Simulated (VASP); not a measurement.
A run of VASP 6.6.1:

Contents of INCAR:

```
PREC = Accurate
ENCUT = 520
EDIFF = 1E-6
ISMEAR = 0
SIGMA = 0.1
LREAL = False
LASPH = True
NELM = 100
ALGO = Fast
ISIF = 2
LWAVE = False
LCHARG = False
GGA = PS
IVDW = 12
NBANDS = 24
```

File KPOINTS:

```
Automatic mesh
0
Gamma
  12 12 12
```

Contents of POSCAR:

```
TePt
1.0
    1.9620349755      1.1327814213      6.3868565163
   -1.9620349755      1.1327814213      6.3868565163
    0.0000000000     -2.2655628425      6.3868565163
Te Pt
2 2
Direct
    0.6018255994      0.6018255994      0.6018255994
    0.3981744006      0.3981744006      0.3981744006
    0.8708207418      0.8708207418      0.8708207418
    0.1291792582      0.1291792582      0.1291792582
```

Potentials or basis: VASP PAW PBE potentials, release 64 (Te, Pt).

Command:

```bash
$ cat potpaw_PBE.64/Te/POTCAR potpaw_PBE.64/Pt/POTCAR > POTCAR
$ mpirun -np 1 vasp_std > vasp.out
```

Hardware: 1 thread of Intel(R) Xeon(R) Platinum 8488C (Sapphire Rapids) (shared host).

Estimate the wall time of this run.

It took 14 min on 1 thread of Intel(R) Xeon(R) Platinum 8488C (Sapphire Rapids) (shared host), peak memory 0.61 GiB. Counts: scf iterations 14, k points 189.
